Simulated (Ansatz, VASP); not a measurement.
**Hg: VASP beside Ansatz**

```
Hg
1.0
     3.46181    0.00000    0.00000
    -1.73090    2.99802    0.00000
     0.00000    0.00000    5.48755
Hg
2
Direct
  0.66667 0.33333 0.75000
  0.33333 0.66667 0.25000
```

Alike in both runs: task single point; functional PBEsol; k mesh 9 × 9 × 5; no spin polarisation.

|  | VASP | Ansatz |
| --- | --- | --- |
| version | VASP 6.6.1 | Ansatz 0.2.0 |
| potentials or method | VASP PAW PBE potentials, release 64 (Hg) | plane waves, PAW |
| plane-wave cutoff (eV) | 520 | 420 |
| occupations | methfessel-paxton of order 1, width 0.1 eV | cold |
| valence electrons in the cell | 24 | 40 |

|  | VASP | Ansatz | Ansatz less VASP |
| --- | --- | --- | --- |
| pressure (GPa) | -2.3 | -2.4 | -0.09 |

The two sets of potentials don't hold the same shells in valence.

Caveats: the PAW data sets were made with another functional, which shifts forces and pressure a little (VASP). Spin-orbit coupling is left out, which matters for the levels of Hg.
